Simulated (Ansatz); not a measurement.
Here is an Ansatz 0.2.0 calculation.

input.yaml

```yaml
crystal:
  lattice:
    - [0.0, 1.89785, 1.89785]
    - [1.89785, 0.0, 1.89785]
    - [1.89785, 1.89785, 0.0]
  atoms:
    - { symbol: Rh, position: [0.0, 0.0, 0.0] }
kpoints:
  mp_grid: { grid: [9, 9, 9] }
  band_path:
    path:
      - [0.0, 0.0, 0.0]
      - [0.5, 0.0, 0.5]
      - [0.5, 0.25, 0.75]
      - [0.375, 0.375, 0.75]
      - [0.0, 0.0, 0.0]
      - [0.5, 0.5, 0.5]
      - [0.625, 0.25, 0.625]
      - [0.5, 0.25, 0.75]
    npoints: 6
scf:
  occupations: { method: fermi_dirac, width: 0.05 }
hamiltonian:
  xc: pbe
  pseudopotentials: { kind: all_electron, lapw: { basis_error: 0.001 } }
magnetization:
  noncollinear: true
  spin_orbit: true
output:
  forces: true
  stress: true
  eigenvalues: true
```

Potentials or basis: all-electron LAPW, relativistic spinors.

The run is started by

```bash
$ ansatz run input.yaml --threads 1 --pin off --max-ram 3072MiB --backend cpu --events-out ev --progress --plain --runs-dir out
```

(1) Predict the band gap along the path.

(2) Predict the pressure.

## Answers

(1) none (metal or under the smearing width).

(2) 7.7 GPa.
